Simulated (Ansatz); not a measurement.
SiO₂ built on the rutile prototype: a relaxation of cell and atoms in Ansatz 0.2.0 (PBEsol). It starts from the PBE minimum.

```yaml
crystal:
  lattice:
    - [4.2356795769, 0.0, 0.0]
    - [0.0, 4.2356795769, 0.0]
    - [0.0, 0.0, 2.6906431348]
  atoms:
    - { symbol: Si, position: [0.0, 0.0, 0.0] }
    - { symbol: Si, position: [0.5, 0.5, 0.5] }
    - { symbol: O, position: [0.3069724955, 0.3069724955, 0.0] }
    - { symbol: O, position: [0.1930275045, 0.8069724955, 0.5] }
    - { symbol: O, position: [0.8069724955, 0.1930275045, 0.5] }
    - { symbol: O, position: [0.6930275045, 0.6930275045, 0.0] }
kpoints:
  mp_grid: { grid: [6, 6, 8] }
hamiltonian:
  xc: pbesol
scf:
  occupations: { method: fermi_dirac, width: 0.02 }
relax:
  f_tol: 0.005
  cell: {}
```

The trajectory has 8 recorded frames, each with fractional positions and then forces in eV/Å along x, y and z. The last, and any step after a large change of cell, is solved on a basis re-selected at its cell; pressure is positive in compression.

Step 1: energy 0.0 meV/atom from step 1, largest force component 0.021 eV/Å, pressure -6.53 GPa; a = 4.236 Å, b = 4.236 Å, c = 2.691 Å, α = 90.00°, β = 90.00°, γ = 90.00°
```
Si 0.0000 0.0000 0.0000     0.000   0.000   0.000
Si 0.5000 0.5000 0.5000     0.000   0.000   0.000
O  0.3070 0.3070 0.0000     0.021   0.021   0.000
O  0.1930 0.8070 0.5000    -0.021   0.021   0.000
O  0.8070 0.1930 0.5000     0.021  -0.021   0.000
O  0.6930 0.6930 0.0000    -0.021  -0.021   0.000
```

Step 2: energy -3.1 meV/atom from step 1, largest force component 0.022 eV/Å, pressure -3.64 GPa; a = 4.220 Å, b = 4.220 Å, c = 2.685 Å, α = 90.00°, β = 90.00°, γ = 90.00°
```
Si 0.0000 0.0000 0.0000     0.000   0.000   0.000
Si 0.5000 0.5000 0.5000     0.000   0.000   0.000
O  0.3069 0.3069 0.0000    -0.022  -0.022   0.000
O  0.1931 0.8069 0.5000     0.022  -0.022   0.000
O  0.8069 0.1931 0.5000    -0.022   0.022   0.000
O  0.6931 0.6931 0.0000     0.022   0.022   0.000
```

Step 3: energy -5.0 meV/atom from step 1, largest force component 0.028 eV/Å, pressure +0.23 GPa; a = 4.198 Å, b = 4.198 Å, c = 2.677 Å, α = 90.00°, β = 90.00°, γ = 90.00°
```
Si 0.0000 0.0000 0.0000     0.000   0.000   0.000
Si 0.5000 0.5000 0.5000     0.000   0.000   0.000
O  0.3063 0.3063 0.0000    -0.028  -0.028   0.000
O  0.1937 0.8063 0.5000     0.028  -0.028   0.000
O  0.8063 0.1937 0.5000    -0.028   0.028   0.000
O  0.6937 0.6937 0.0000     0.028   0.028   0.000
```

Step 4: energy -5.1 meV/atom from step 1, largest force component 0.011 eV/Å, pressure +0.03 GPa; a = 4.197 Å, b = 4.197 Å, c = 2.677 Å, α = 90.00°, β = 90.00°, γ = 90.00°
```
Si 0.0000 0.0000 0.0000     0.000   0.000   0.000
Si 0.5000 0.5000 0.5000     0.000   0.000   0.000
O  0.3060 0.3060 0.0000     0.011   0.011   0.000
O  0.1940 0.8060 0.5000    -0.011   0.011   0.000
O  0.8060 0.1940 0.5000     0.011  -0.011   0.000
O  0.6940 0.6940 0.0000    -0.011  -0.011   0.000
```

Step 5: energy -5.1 meV/atom from step 1, largest force component 0.000 eV/Å, pressure 0.00 GPa; a = 4.196 Å, b = 4.196 Å, c = 2.679 Å, α = 90.00°, β = 90.00°, γ = 90.00°
```
Si 0.0000 0.0000 0.0000     0.000   0.000   0.000
Si 0.5000 0.5000 0.5000     0.000   0.000   0.000
O  0.3061 0.3061 0.0000     0.000   0.000   0.000
O  0.1939 0.8061 0.5000     0.000   0.000   0.000
O  0.8061 0.1939 0.5000     0.000   0.000   0.000
O  0.6939 0.6939 0.0000     0.000   0.000   0.000
```

Step 6: energy -3.9 meV/atom from step 1, largest force component 0.000 eV/Å, pressure -0.28 GPa; a = 4.196 Å, b = 4.196 Å, c = 2.679 Å, α = 90.00°, β = 90.00°, γ = 90.00°
```
Si 0.0000 0.0000 0.0000     0.000   0.000   0.000
Si 0.5000 0.5000 0.5000     0.000   0.000   0.000
O  0.3061 0.3061 0.0000     0.000   0.000   0.000
O  0.1939 0.8061 0.5000     0.000   0.000   0.000
O  0.8061 0.1939 0.5000     0.000   0.000   0.000
O  0.6939 0.6939 0.0000     0.000   0.000   0.000
```

Step 7: energy -4.0 meV/atom from step 1, largest force component 0.000 eV/Å, pressure 0.00 GPa; a = 4.195 Å, b = 4.195 Å, c = 2.678 Å, α = 90.00°, β = 90.00°, γ = 90.00°
```
Si 0.0000 0.0000 0.0000     0.000   0.000   0.000
Si 0.5000 0.5000 0.5000     0.000   0.000   0.000
O  0.3061 0.3061 0.0000     0.000   0.000   0.000
O  0.1939 0.8061 0.5000     0.000   0.000   0.000
O  0.8061 0.1939 0.5000     0.000   0.000   0.000
O  0.6939 0.6939 0.0000     0.000   0.000   0.000
```

Step 8: energy -3.9 meV/atom from step 1, largest force component 0.000 eV/Å, pressure -0.01 GPa; a = 4.195 Å, b = 4.195 Å, c = 2.678 Å, α = 90.00°, β = 90.00°, γ = 90.00°
```
Si 0.0000 0.0000 0.0000     0.000   0.000   0.000
Si 0.5000 0.5000 0.5000     0.000   0.000   0.000
O  0.3061 0.3061 0.0000     0.000   0.000   0.000
O  0.1939 0.8061 0.5000     0.000   0.000   0.000
O  0.8061 0.1939 0.5000     0.000   0.000   0.000
O  0.6939 0.6939 0.0000     0.000   0.000   0.000
```

The walk took 6 steps and changed the volume by -2.4 %. The last SCF, on a fresh basis, lies 3.9 meV an atom below the first. At the end: space group P4_2/mnm (No. 136), tetragonal; a = 4.195 Å, c = 2.678 Å in the conventional setting, 7.85 Å³ an atom. Si has 6 O at 1.77–1.82 Å; O has 3 Si at 1.77–1.82 Å.

Run as `ansatz run input.yaml --threads 4 --pin off --max-ram 7372MiB --backend cpu --events-out ev --progress --plain --runs-dir out`. Wall time 6.7 s on 4 threads of Intel(R) Xeon(R) Platinum 8259CL CPU @ 2.50GHz (Skylake/Cascade Lake), with other jobs on the host; peak host memory 0.44 GiB.

Spin-unpolarised throughout; all numbers are computed.
